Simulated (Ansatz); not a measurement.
## ZnO: how much do the potentials matter?

ZnO in the wurtzite structure, in a typed cell, not relaxed.

```
Zn O
1.0
     1.64450   -2.84836    0.00000
     1.64450    2.84836    0.00000
     0.00000    0.00000    5.30700
Zn O
2 2
Direct
  0.33333 0.66667 0.00000
  0.66667 0.33333 0.50000
  0.33333 0.66667 0.37900
  0.66667 0.33333 0.87900
```

Method (Ansatz, development build): PBE; k mesh 6×6×4; fixed occupations; no spin. Phonons (linear response) are harmonic and in cm⁻¹; i marks an unstable mode. Zone-centre lists hold the optical modes without the non-analytic term.

Caveats: coarse k mesh; the program warns that the mesh is coarse for the field response.

The reference is the run on all-electron PAW datasets (no frozen core) at 540 eV and 12.43 Å³ an atom: top Γ mode (cm⁻¹) 504; lowest Γ mode (cm⁻¹) 92; mean ε∞ 4.99; mean Born charge of Zn (e) 2.16.

Task: The same calculation was made on Ansatz generated PAW, Ansatz hand-made PAW, JTH PAW, PseudoDojo norm-conserving, Ansatz norm-conserving. How far do the results move?

Result: 
```
                potentials  cutoff (eV)  top Γ mode (cm⁻¹)  lowest Γ mode (cm⁻¹)  mean ε∞  mean Born charge of Zn (e)
      Ansatz generated PAW          420                505                    92     4.99                        2.16
      Ansatz hand-made PAW          930                504                    92     4.99                        2.16
                   JTH PAW         1380                504                    92     4.98                        2.15
PseudoDojo norm-conserving         1143                504                    92     4.91                        2.16
    Ansatz norm-conserving         1240                504                    92     4.94                        2.16
```

The largest move among the frequencies in the table is 1.0 cm⁻¹, in the top Γ mode on Ansatz generated PAW.
